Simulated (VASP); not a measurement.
# CoSi (P2_13) in VASP: notebook

The runs below take CoSi through equation of state, with PBE.

Program: VASP 6.6.1. These are calculated values, not measurements. Logs are shortened: lines on timing, memory, paths and dates and some standing lists are left out, and cuts for length are marked.

### Step 1. The crystal as given

It takes space group P2_13 (No. 198, cubic). The conventional cell has a = 4.430 Å, b = 4.430 Å, c = 4.430 Å, α = 90.00°, β = 90.00°, γ = 90.00°. Co (site symmetry 3) is surrounded by 7 Si at 2.32 to 2.43 Å. Si (site symmetry 3) is surrounded by 7 Co at 2.32 to 2.43 Å.

The cell was built by a generator and needn't be a form met in nature.

### Step 2. Equation of state, PBE, 10.87 Å³/atom

File INCAR:

```
SYSTEM = CoSi
PREC     = Accurate       ! precision mode
ENCUT    = 520            ! plane-wave cutoff, eV
EDIFF    = 1E-6           ! SCF threshold, eV
ISMEAR   = 0              ! smearing method
SIGMA    = 0.1            ! smearing width, eV
LREAL    = .FALSE.        ! projectors in reciprocal space
LASPH    = .TRUE.         ! aspherical terms in the spheres
NELM     = 100            ! most SCF steps
ALGO     = Normal         ! electronic algorithm
ISIF     = 4              ! what is computed and relaxed
LWAVE    = .FALSE.        ! write WAVECAR
LCHARG   = .FALSE.        ! write CHGCAR
GGA      = PE             ! functional
IBRION   = 2              ! ionic algorithm
NSW      = 30             ! ionic steps
EDIFFG   = -0.02          ! ionic threshold
KPAR     = 2
```

File KPOINTS:

```
regular mesh
0
G
  8 8 8
  0 0 0
```

File POSCAR:

```
CoSi
1.0
    4.4299500000      0.0000000000      0.0000000000
    0.0000000000      4.4299500000      0.0000000000
    0.0000000000      0.0000000000      4.4299500000
Co Si
4 4
Direct
    0.1450510000      0.1450510000      0.1450510000
    0.6450510000      0.3549490000      0.8549490000
    0.8549490000      0.6450510000      0.3549490000
    0.3549490000      0.8549490000      0.6450510000
    0.8432420000      0.8432420000      0.8432420000
    0.3432420000      0.6567580000      0.1567580000
    0.1567580000      0.3432420000      0.6567580000
    0.6567580000      0.1567580000      0.3432420000
```

Potentials or basis: VASP PAW PBE potentials, release 64 (Co, Si).

Started as:

```bash
cat potpaw_PBE.64/Co/POTCAR potpaw_PBE.64/Si/POTCAR > POTCAR
mpirun -np 2 vasp_std > vasp.out
```

OUTCAR:

```text
SYSTEM = CoSi
   PREC = Accurate
   ENCUT = 520
   EDIFF = 1E-6
   ISMEAR = 0
   LREAL = .FALSE.
   LASPH = .TRUE.
   NELM = 100
   ISIF = 4
   GGA = PE
   IBRION = 2
   NSW = 30
   EDIFFG = -0.02

 ion  position               nearest neighbor table
   1  0.145  0.145  0.145-   5 2.32   6 2.34   7 2.34   8 2.34   6 2.43   7 2.43   8 2.43   3 2.72
                             4 2.72   2 2.72   4 2.72   3 2.72   2 2.72
   2  0.645  0.355  0.855-   6 2.32   8 2.34   7 2.34   5 2.34   5 2.43   8 2.43   7 2.43   1 2.72
                             3 2.72   3 2.72   4 2.72   4 2.72   1 2.72
   3  0.855  0.645  0.355-   7 2.32   6 2.34   8 2.34   5 2.34   5 2.43   6 2.43   8 2.43   1 2.72
                             2 2.72   2 2.72   1 2.72   4 2.72   4 2.72
   4  0.355  0.855  0.645-   8 2.32   7 2.34   6 2.34   5 2.34   5 2.43   7 2.43   6 2.43   1 2.72
                             1 2.72   2 2.72   2 2.72   3 2.72   3 2.72
   5  0.843  0.843  0.843-   1 2.32   2 2.34   3 2.34   4 2.34   2 2.43   3 2.43   4 2.43   6 2.74
                             7 2.74   8 2.74   8 2.74   7 2.74   6 2.74
   6  0.343  0.657  0.157-   2 2.32   3 2.34   4 2.34   1 2.34   1 2.43   3 2.43   4 2.43   7 2.74
                             8 2.74   5 2.74   8 2.74   7 2.74   5 2.74
   7  0.157  0.343  0.657-   3 2.32   4 2.34   2 2.34   1 2.34   1 2.43   4 2.43   2 2.43   6 2.74
                             8 2.74   5 2.74   8 2.74   6 2.74   5 2.74
   8  0.657  0.157  0.343-   4 2.32   2 2.34   3 2.34   1 2.34   1 2.43   2 2.43   3 2.43   6 2.74
                             7 2.74   5 2.74   6 2.74   7 2.74   5 2.74

  LATTYP: Found a simple cubic cell.
 ALAT       =     4.4299500000

  Lattice vectors:

 A1 = (   4.4299500000,   0.0000000000,   0.0000000000)
 A2 = (   0.0000000000,   4.4299500000,   0.0000000000)
 A3 = (   0.0000000000,   0.0000000000,   4.4299500000)

Analysis of symmetry for initial positions (statically):
=====================================================================
 Subroutine PRICEL returns:
 Original cell was already a primitive cell.

 Routine SETGRP: Setting up the symmetry group for a
 simple cubic supercell.

 Subroutine GETGRP returns: Found 12 space group operations
 (whereof  3 operations were pure point group operations)
 out of a pool of 48 trial point group operations.

The static configuration has the point symmetry C_3 .
 The point group associated with its full space group is T   .

Analysis of symmetry for dynamics (positions and initial velocities):
=====================================================================
 Subroutine PRICEL returns:
 Original cell was already a primitive cell.

 Routine SETGRP: Setting up the symmetry group for a
 simple cubic supercell.

[... 125 lines left out ...]
   POTIM  = 0.5000    time-step for ionic-motion
   TEBEG  =    0.0;   TEEND  =   0.0 temperature during run
   PSTRESS=    0.0 pullay stress
   NELECT =      52.0000    total number of electrons
   NUPDOWN=      -1.0000    fix difference up-down
   EMIN   =  10.00;   EMAX   =-10.00  energy-range for DOS
   EFERMI =   0.00;   METHOD = LEGACY
   ISMEAR =     0;   SIGMA  =   0.10  broadening in eV -4-tet -1-fermi 0-gaus
   EFERMI_NEDOS =   21; number of points for ismear=-14 and -15
   IALGO  =     38    algorithm
   IMIX   =      4    mixing-type and parameters
     AMIX     =   0.40;   BMIX     =  1.00
     AMIX_MAG =   1.60;   BMIX_MAG =  1.00
  volume/ion in A,a.u.               =      10.87        73.33
  Fermi-wavevector in a.u.,A,eV,Ry     =   1.379358  2.606609 25.886847  1.902630
  Thomas-Fermi vector in A             =   2.504335
   LORBIT       =      0    0 simple, 1 ext, 2 COOP (PROOUT), +10 PAW based schemes
   GGA     = PE    functional components
   LHFCALC =     F    Hartree Fock is set to
   AEXX    =    0.0000 exact exchange contribution
   IVDW    =     0    specifies the selected vdW correction
   LEPSILON=     F    determine dielectric tensor
   LRPA    =     F    only Hartree local field effects (RPA)
 conjugate gradient relaxation of ions
 non-spin polarized calculation
 Gauss-broadening in eV      SIGMA  =   0.10
  energy-cutoff  :      520.00
  volume of cell :       86.94
 maximum number of plane-waves:      2360
 NGX is ok and might be reduce to    36
   NGX = 17   NGY = 17   NGZ = 17

 number of electron      52.0000003 magnetization

 Free energy of the ion-electron system (eV)
  ---------------------------------------------------
  ext. energy  EPLUGINS =         0.00000000
  ---------------------------------------------------
  free energy    TOTEN  =       -54.75147279 eV

  energy without entropy =      -54.74462119  energy(sigma->0) =      -54.74804699

 E-fermi :  12.1306     XC(G=0): -12.8700

 val. band max:       12.1114348746   @ k =   0.5000   0.5000   0.3750
 cond. band min:      12.2500453927   @ k =   0.3750   0.3750   0.3750
 fundamental gap:      0.1386105180
 Fermi energy:        12.1305535397

 k-point     1 :       0.0000    0.0000    0.0000
  band No.  band energies     occupation
      1      -1.5602      2.00000
      2       3.9360      2.00000
      3       3.9360      2.00000
      4       3.9360      2.00000
      5       6.6370      2.00000
      6       6.6370      2.00000
[... 805 lines left out ...]
     30      14.1047      0.00000
     31      14.9574      0.00000

 [... further k-points ...]
[... 5 lines left out ...]
  --------------------------------------------------------------------------------------
  -------------------------------------------------------------------------------------
  Total       -0.0063763     -0.0063763     -0.0063763     -0.0000000     -0.0000000      0.0000000
  in kB       -0.1175119     -0.1175119     -0.1175119     -0.0000000     -0.0000000      0.0000000
  external PRESSURE =      -0.1175119 kB  Pullay stress =       0.0000000 kB

 VOLUME and BASIS-vectors are now :
 -----------------------------------------------------------------------------
  energy-cutoff  :      520.00
  volume of cell :       86.94
      direct lattice vectors                 reciprocal lattice vectors
     4.429950000  0.000000000  0.000000000     0.225736182  0.000000000  0.000000000
     0.000000000  4.429950000  0.000000000     0.000000000  0.225736182  0.000000000
     0.000000000  0.000000000  4.429950000     0.000000000  0.000000000  0.225736182

 POSITION                                       TOTAL-FORCE (eV/Angst)
 -----------------------------------------------------------------------------------
      0.64257      0.64257      0.64257         0.001007      0.001007      0.001007
      2.85754      1.57241      3.78738         0.001007     -0.001007     -0.001007
      3.78738      2.85754      1.57241        -0.001007      0.001007     -0.001007
      1.57241      3.78738      2.85754        -0.001007     -0.001007      0.001007
      3.73552      3.73552      3.73552        -0.002345     -0.002345     -0.002345
      1.52054      2.90941      0.69443        -0.002345      0.002345      0.002345
      0.69443      1.52054      2.90941         0.002345     -0.002345      0.002345
      2.90941      0.69443      1.52054         0.002345      0.002345     -0.002345
 -----------------------------------------------------------------------------------
    total drift:                               -0.000000      0.000000      0.000000

  FREE ENERGIE OF THE ION-ELECTRON SYSTEM (eV)
  ---------------------------------------------------
  free  energy   TOTEN  =       -54.7514727913 eV

  energy  without entropy=      -54.7446211872  energy(sigma->0) =      -54.74804699

 reached required accuracy - stopping structural energy minimisation
```

CONTCAR:

```text
CoSi
   1.00000000000000
     4.4299499999999998    0.0000000000000000    0.0000000000000000
     0.0000000000000000    4.4299499999999998    0.0000000000000000
     0.0000000000000000    0.0000000000000000    4.4299499999999998
  Co              Si
     4     4
Direct
     0.1450510000000023    0.1450510000000023    0.1450510000000023
     0.6450510000000023    0.3549489999999977    0.8549489999999977
     0.8549489999999977    0.6450510000000023    0.3549489999999977
     0.3549489999999977    0.8549489999999977    0.6450510000000023
     0.8432420000000036    0.8432420000000036    0.8432420000000036
     0.3432419999999965    0.6567579999999964    0.1567580000000035
     0.1567580000000035    0.3432419999999965    0.6567579999999964
     0.6567579999999964    0.1567580000000035    0.3432419999999965

  0.00000000E+00  0.00000000E+00  0.00000000E+00
  0.00000000E+00  0.00000000E+00  0.00000000E+00
  0.00000000E+00  0.00000000E+00  0.00000000E+00
  0.00000000E+00  0.00000000E+00  0.00000000E+00
  0.00000000E+00  0.00000000E+00  0.00000000E+00
  0.00000000E+00  0.00000000E+00  0.00000000E+00
  0.00000000E+00  0.00000000E+00  0.00000000E+00
  0.00000000E+00  0.00000000E+00  0.00000000E+00
```

Run time: 66 s. Hardware: 2 MPI ranks of Intel Xeon Platinum 8488C (Sapphire Rapids), shared host; peak memory 0.25 GiB.

What came out:

```
Free energy            : -54.7515 eV
Pressure               : 0.0 GPa
Largest force          : 0.004 eV/Å
Band gap on the k mesh : none (metal or under the smearing width)
```

### Step 3. Equation of state, PBE, 10.54 Å³/atom (volume scaled by 0.97)

INCAR is that of step 2.

KPOINTS is that of step 2.

Changes to POSCAR since step 2:

```diff
@@ -2,5 +2,5 @@
 1.0
-    4.4299500000      0.0000000000      0.0000000000
-    0.0000000000      4.4299500000      0.0000000000
-    0.0000000000      0.0000000000      4.4299500000
+    4.3851999708      0.0000000000      0.0000000000
+    0.0000000000      4.3851999708      0.0000000000
+    0.0000000000      0.0000000000      4.3851999708
 Co Si
```

Potentials or basis: VASP PAW PBE potentials, release 64 (Co, Si).

Started as:

```bash
cat potpaw_PBE.64/Co/POTCAR potpaw_PBE.64/Si/POTCAR > POTCAR
mpirun -np 2 vasp_std > vasp.out
```

Run time: 91 s. Hardware: 2 MPI ranks of Intel Xeon Platinum 8488C (Sapphire Rapids), shared host; peak memory 0.25 GiB.

Results (log left out):

```yaml
Free_energy: -54.6945 eV
Pressure: 7.2 GPa
Largest_force: 0.014 eV/Å
Band_gap_on_the_k_mesh: none (metal or under the smearing width)
```

### Step 4. Equation of state, PBE, 11.19 Å³/atom (volume scaled by 1.03)

INCAR is that of step 3.

KPOINTS is that of step 3.

Changes to POSCAR since step 3:

```diff
@@ -2,5 +2,5 @@
 1.0
-    4.3851999708      0.0000000000      0.0000000000
-    0.0000000000      4.3851999708      0.0000000000
-    0.0000000000      0.0000000000      4.3851999708
+    4.4738137438      0.0000000000      0.0000000000
+    0.0000000000      4.4738137438      0.0000000000
+    0.0000000000      0.0000000000      4.4738137438
 Co Si
```

Started as:

```bash
cat potpaw_PBE.64/Co/POTCAR potpaw_PBE.64/Si/POTCAR > POTCAR
mpirun -np 2 vasp_std > vasp.out
```

Wall time 96 s (2 MPI ranks of Intel Xeon Platinum 8488C (Sapphire Rapids), shared host); peak memory 0.26 GiB.

Results (log left out):

- Free energy: -54.7011 eV
- Pressure: -6.0 GPa
- Largest force: 0.020 eV/Å
- Band gap on the k mesh: none (metal or under the smearing width)

### Step 5. Equation of state, PBE, 10.21 Å³/atom (volume scaled by 0.94)

INCAR is that of step 4.

KPOINTS is that of step 4.

Changes to POSCAR since step 4:

```diff
@@ -2,5 +2,5 @@
 1.0
-    4.4738137438      0.0000000000      0.0000000000
-    0.0000000000      4.4738137438      0.0000000000
-    0.0000000000      0.0000000000      4.4738137438
+    4.3395174823      0.0000000000      0.0000000000
+    0.0000000000      4.3395174823      0.0000000000
+    0.0000000000      0.0000000000      4.3395174823
 Co Si
```

Started as:

```bash
cat potpaw_PBE.64/Co/POTCAR potpaw_PBE.64/Si/POTCAR > POTCAR
mpirun -np 2 vasp_std > vasp.out
```

It took 90 s on 2 MPI ranks of Intel Xeon Platinum 8488C (Sapphire Rapids), shared host; peak memory 0.22 GiB.

Results (log left out):

| Item | Value |
| --- | --- |
| Free energy | -54.5098 eV |
| Pressure | 15.6 GPa |
| Largest force | 0.004 eV/Å |
| Band gap on the k mesh | none (metal or under the smearing width) |

### Step 6. Equation of state, PBE, 11.52 Å³/atom (volume scaled by 1.06)

INCAR is that of step 5.

KPOINTS is that of step 5.

Changes to POSCAR since step 5:

```diff
@@ -2,5 +2,5 @@
 1.0
-    4.3395174823      0.0000000000      0.0000000000
-    0.0000000000      4.3395174823      0.0000000000
-    0.0000000000      0.0000000000      4.3395174823
+    4.5168338227      0.0000000000      0.0000000000
+    0.0000000000      4.5168338227      0.0000000000
+    0.0000000000      0.0000000000      4.5168338227
 Co Si
```

Potentials or basis: VASP PAW PBE potentials, release 64 (Co, Si).

Started as:

```bash
cat potpaw_PBE.64/Co/POTCAR potpaw_PBE.64/Si/POTCAR > POTCAR
mpirun -np 2 vasp_std > vasp.out
```

Wall time 2.1 min (2 MPI ranks of Intel Xeon Platinum 8488C (Sapphire Rapids), shared host); peak memory 0.26 GiB.

The run converged. Its results:

```
Free energy            : -54.5614 eV
Pressure               : -11.0 GPa
Largest force          : 0.011 eV/Å
Band gap on the k mesh : none (metal or under the smearing width)
```

### Step 7. Equation of state, PBE, 9.89 Å³/atom (volume scaled by 0.91)

INCAR is that of step 6.

KPOINTS is that of step 6.

Changes to POSCAR since step 6:

```diff
@@ -2,5 +2,5 @@
 1.0
-    4.5168338227      0.0000000000      0.0000000000
-    0.0000000000      4.5168338227      0.0000000000
-    0.0000000000      0.0000000000      4.5168338227
+    4.2928523874      0.0000000000      0.0000000000
+    0.0000000000      4.2928523874      0.0000000000
+    0.0000000000      0.0000000000      4.2928523874
 Co Si
```

Started as:

```bash
cat potpaw_PBE.64/Co/POTCAR potpaw_PBE.64/Si/POTCAR > POTCAR
mpirun -np 2 vasp_std > vasp.out
```

It took 1.7 min on 2 MPI ranks of Intel Xeon Platinum 8488C (Sapphire Rapids), shared host; peak memory 0.22 GiB.

It converged, with:

```yaml
Free_energy: -54.1732 eV
Pressure: 25.9 GPa
Largest_force: 0.005 eV/Å
Band_gap_on_the_k_mesh: none (metal or under the smearing width)
```

### Step 8. Equation of state, PBE, 11.84 Å³/atom (volume scaled by 1.09)

INCAR is that of step 7.

KPOINTS is that of step 7.

Changes to POSCAR since step 7:

```diff
@@ -2,5 +2,5 @@
 1.0
-    4.2928523874      0.0000000000      0.0000000000
-    0.0000000000      4.2928523874      0.0000000000
-    0.0000000000      0.0000000000      4.2928523874
+    4.5590496698      0.0000000000      0.0000000000
+    0.0000000000      4.5590496698      0.0000000000
+    0.0000000000      0.0000000000      4.5590496698
 Co Si
```

Started as:

```bash
cat potpaw_PBE.64/Co/POTCAR potpaw_PBE.64/Si/POTCAR > POTCAR
mpirun -np 2 vasp_std > vasp.out
```

It took 3.5 min on 2 MPI ranks of Intel Xeon Platinum 8488C (Sapphire Rapids), shared host; peak memory 0.26 GiB.

The run converged. Its results:

```yaml
Free_energy: -54.3485 eV
Pressure: -15.1 GPa
Band_gap_on_the_k_mesh: none (metal or under the smearing width)
```
